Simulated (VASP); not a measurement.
Here is a VASP 6.6.1 calculation.

File INCAR:

```
SYSTEM = InPd
  ALGO = Fast
  EDIFF = 1E-6
  EDIFFG = -0.005
  ENCUT = 600
  GGA = PE
  IBRION = 2
  ISIF = 3
  ISMEAR = -1
  LASPH = .TRUE.
  LCHARG = .FALSE.
  LREAL = .FALSE.
  LWAVE = .FALSE.
  NELM = 100
  NSW = 40
  PREC = Accurate
  PSTRESS = 300
  SIGMA = 0.05
```

File KPOINTS:

```
k-points
0
G
  8 8 8
  0 0 0
```

POSCAR

```
InPd
1.0
    0.0000000000      2.7460700000      2.7460700000
    2.7460700000      0.0000000000      2.7460700000
    2.7460700000      2.7460700000      0.0000000000
In Pd
1 1
Direct
    0.0000000000      0.0000000000      0.0000000000
    0.5000000000      0.5000000000      0.5000000000
```

Potentials or basis: VASP PAW PBE potentials, release 64 (In_d, Pd).

Run with:

```bash
$ cat potpaw_PBE.64/In_d/POTCAR potpaw_PBE.64/Pd/POTCAR > POTCAR
$ mpirun -np 1 vasp_std > vasp.out
```

What does it give for the space group after relaxing (to 0.05 Å)?

Fm-3m (No. 225).

What does it give for the relaxed volume?

16.90 Å³/atom.

Estimate the relaxed cell.

a = 3.629 Å, b = 3.629 Å, c = 3.629 Å, α = 60.00°, β = 60.00°, γ = 60.00°.

Final structure:
```
In Pd
1.0
     0.00000    2.56631    2.56631
     2.56631    0.00000    2.56631
     2.56631    2.56631    0.00000
In Pd
1 1
Direct
  0.00000 0.00000 0.00000
  0.50000 0.50000 0.50000
```

Caveat: the cell is relaxed towards a set pressure, so the enthalpy falls and the energy may rise; the volume moved by over 15 % at a fixed basis, so the end points are rough.
